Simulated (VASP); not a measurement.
The system is HfN.

```xyz
8
Lattice="-3.1339 0.0000 0.0000 0.0000 0.0000 -5.4168 0.0000 -5.4281 0.0000" Properties=species:S:1:pos:R:3 pbc="T T T"
Hf   -3.1308   -1.8087   -1.3489
Hf   -1.5701   -4.5241   -1.3595
Hf   -1.5736   -0.8983   -4.0146
Hf   -3.1273   -3.6251   -4.1105
N    -1.5893   -2.7063   -0.0244
N    -3.1116   -0.0077   -5.3924
N    -1.5507   -2.6963   -2.7371
N    -0.0162   -0.0178   -2.6796
```

The cell comes from a database or a generator and needn't be the stable form of this composition.

The cell isn't the ideal one: a zone-boundary wave of random shape, sigma 0.02 Å.

* Program: VASP 6.6.1
* Task: relaxation of the atoms
* Functional: RPBE
* Potentials or basis: VASP PAW PBE potentials, release 64 (Hf_pv, N)
* Cutoff: 520 eV
* k mesh: 9 × 5 × 5
* Occupations: gaussian, width 0.05 eV
* Spin: no spin polarisation

At the start: pressure 8.8 GPa; volume 11.52 Å³/atom.

Task: Where does the relaxation end?

Result: Over 13 steps the energy falls by 8.0 meV/atom; space group P6_3/mmc (No. 194, to 0.05 Å).

The path:
```tsv
step	energy change (eV)	largest force (eV/Å)	pressure (GPa)
1	0.0000	0.6828	8.79
2	-0.0534	0.1922	8.45
3	-0.0570	0.2330	8.43
4	-0.0629	0.0801	8.39
5	-0.0629	0.0758	8.40
6	-0.0636	0.0384	8.39
7	-0.0636	0.0237	8.39
8	-0.0637	0.0113	8.39
9	-0.0637	0.0059	8.39
10	-0.0637	0.0060	8.39
11	-0.0637	0.0071	8.39
12	-0.0637	0.0063	8.39
13	-0.0637	0.0027	8.39
```

Final structure:
```cif
data_structure
_symmetry_space_group_name_H-M 'P 1'
_symmetry_Int_Tables_number 1
_cell_length_a 3.1339
_cell_length_b 5.4168
_cell_length_c 5.4281
_cell_angle_alpha 90.000
_cell_angle_beta 90.000
_cell_angle_gamma 90.000
_cell_volume 92.15
loop_
_atom_site_label
_atom_site_type_symbol
_atom_site_fract_x
_atom_site_fract_y
_atom_site_fract_z
_atom_site_occupancy
Hf1 Hf 0.00001 0.25002 0.33343 1
Hf2 Hf 0.50000 0.24998 0.83343 1
Hf3 Hf 0.50000 0.74999 0.16658 1
Hf4 Hf 0.00000 0.75001 0.66656 1
N1 N 0.50002 0.99998 0.49996 1
N2 N 0.99998 0.00002 0.00003 1
N3 N 0.49997 0.50000 0.50003 1
N4 N 0.00002 0.50000 0.99997 1
```

Caveat: the PAW data sets were made with another functional, which shifts forces and pressure a little.
